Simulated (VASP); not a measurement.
Crystal: P.

```
P
1.0
     1.65820   -5.24200    0.00000
     1.65820    5.24200    0.00000
     0.00000    0.00000    4.37930
P
4
Direct
  0.89838 0.10162 0.08068
  0.60162 0.39838 0.58068
  0.10162 0.89838 0.91932
  0.39838 0.60162 0.41932
```

```yaml
Program: VASP 6.6.1
Task: relaxation of cell and atoms
Functional: PBE
Dispersion: D3(BJ)
Potentials_or_basis: VASP PAW PBE potentials, release 64 (P)
Cutoff: 600 eV
k_mesh: 12 × 12 × 12
Occupations: fermi-dirac, width 0.05 eV
Spin: no spin polarisation
```

At the start: pressure -1.4 GPa; volume 19.03 Å³/atom.

Question: How do energy, volume and symmetry change on relaxing?

Answer: Over 12 steps the energy falls by 8.1 meV/atom and the volume is 17.67 Å³/atom (-7.2 %); space group Cmce (No. 64, to 0.05 Å).

The path:
```tsv
step	energy change (eV)	largest force (eV/Å)	pressure (GPa)	volume (Å³)
1	0.0000	0.0754	-1.43	76.13
2	-0.0084	0.2297	0.41	74.27
3	-0.0087	0.2037	0.13	74.54
4	-0.0155	0.1091	0.01	73.91
5	-0.0195	0.0923	-0.16	72.93
6	-0.0250	0.0676	-0.14	72.35
7	-0.0321	0.0194	-0.02	70.83
8	-0.0323	0.0255	0.01	70.57
9	-0.0324	0.0122	0.04	70.62
10	-0.0324	0.0079	0.03	70.61
11	-0.0324	0.0039	0.01	70.66
12	-0.0324	0.0046	0.01	70.67
```

Final structure:
```cif
data_structure
_symmetry_space_group_name_H-M 'P 1'
_symmetry_Int_Tables_number 1
_cell_length_a 5.3599
_cell_length_b 5.3599
_cell_length_c 4.1814
_cell_angle_alpha 90.000
_cell_angle_beta 90.000
_cell_angle_gamma 143.966
_cell_volume 70.67
loop_
_atom_site_label
_atom_site_type_symbol
_atom_site_fract_x
_atom_site_fract_y
_atom_site_fract_z
_atom_site_occupancy
P1 P 0.89396 0.10604 0.07301 1
P2 P 0.60604 0.39396 0.57301 1
P3 P 0.10604 0.89396 0.92698 1
P4 P 0.39396 0.60604 0.42699 1
```

Caveat: pairwise dispersion overbinds metals, which lowers pressure and volume.
